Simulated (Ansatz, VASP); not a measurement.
## Nb: VASP beside Ansatz

INCAR

```
SYSTEM = Nb
PREC     = Accurate       ! precision mode
ENCUT    = 520            ! plane-wave cutoff, eV
EDIFF    = 1E-6           ! SCF threshold, eV
ISMEAR   = -1             ! smearing method
SIGMA    = 0.05           ! smearing width, eV
LREAL    = .False.        ! projectors in reciprocal space
LASPH    = .True.         ! aspherical terms in the spheres
NELM     = 60             ! most SCF steps
ALGO     = Normal         ! electronic algorithm
ISIF     = 2              ! what is computed and relaxed
LWAVE    = .False.        ! write WAVECAR
LCHARG   = .False.        ! write CHGCAR
GGA      = PE             ! functional
NBANDS   = 12             ! bands
```

The input KPOINTS:

```
Automatic mesh
0
Gamma
  11 11 11
  0 0 0
```

File POSCAR:

```
Nb
1.0
    0.0000000000      2.1150000000      2.1150000000
    2.1150000000      0.0000000000      2.1150000000
    2.1150000000      2.1150000000      0.0000000000
Nb
1
Direct
    0.0000000000      0.0000000000      0.0000000000
```

File input.yaml:

```yaml
crystal:
  lattice:
    - [0.0, 2.115, 2.115]
    - [2.115, 0.0, 2.115]
    - [2.115, 2.115, 0.0]
  atoms:
    - { symbol: Nb, position: [0.0, 0.0, 0.0] }
hamiltonian:
  xc: pbe
  pseudopotentials: { kind: paw, azcp: { folder: soft_1 } }
kpoints:
  mp_grid: { grid: [11, 11, 11] }
scf:
  occupations: { method: fermi_dirac, width: 0.05 }
output:
  forces: true
  stress: true
  eigenvalues: true
```

This isn't the form of Nb at room conditions, which is bcc.

Alike in both runs: task single point; functional PBE; k mesh 11 × 11 × 11; occupations fermi-dirac, width 0.05 eV; no spin polarisation.

|  | VASP | Ansatz |
| --- | --- | --- |
| version | VASP 6.6.1 | Ansatz 0.2.0 |
| potentials or method | VASP PAW PBE potentials, release 64 (Nb_sv) | Ansatz PAW soft_1 |
| plane-wave cutoff (eV) | 520 | 420 |
| valence electrons in the cell | 13 | 13 |

Ansatz gave:

```
gap on the k mesh at the Fermi level (eV) : none
pressure (GPa)                            : -1.8
```

Q: Which values does VASP return?

A: gap on the k mesh at the Fermi level (eV): none; pressure (GPa): -2.1.

A gap of «none» marks a metal or a gap that the smearing closes.
